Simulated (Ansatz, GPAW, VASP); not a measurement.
# CdTe: 4 runs at one level of theory

```
Te Cd
1.0
     0.00000    3.20500    3.20500
     3.20500    0.00000    3.20500
     3.20500    3.20500    0.00000
Te Cd
1 1
Direct
  0.75000 0.75000 0.75000
  0.00000 0.00000 0.00000
```

Alike in all runs: task single point; functional PBE; k mesh 7 × 7 × 7; occupations gaussian, width 0.011 eV; no spin polarisation; no spin-orbit coupling. Pressure is positive in compression and, in plane waves, holds the error of the finite cutoff, which Ansatz's Pulay term estimates and takes out.

| program and potentials | plane-wave cutoff (eV) | notes | pressure (GPa) |
| --- | --- | --- | --- |
| Ansatz, Ansatz PAW | 420 | 18 valence electrons an atom on average; Pulay term of +0.04 GPa included | 4.24 |
| GPAW, GPAW PAW data sets (gpaw-data 1.2.1) | 600 | 9 valence electrons an atom on average | 3.81 |
| VASP, PBE PAW files Cd, Te, 520 eV | 520 | 9 valence electrons an atom on average | ? |
| Ansatz, all-electron LAPW, scalar-relativistic | - | - | 4.26 |

Task: Estimate from the other rows what the run with VASP, PBE PAW files Cd, Te, 520 eV gave.

Result: Pressure 4.40 GPa. The other rows, which needn't bracket it: pressure 3.81 to 4.26.
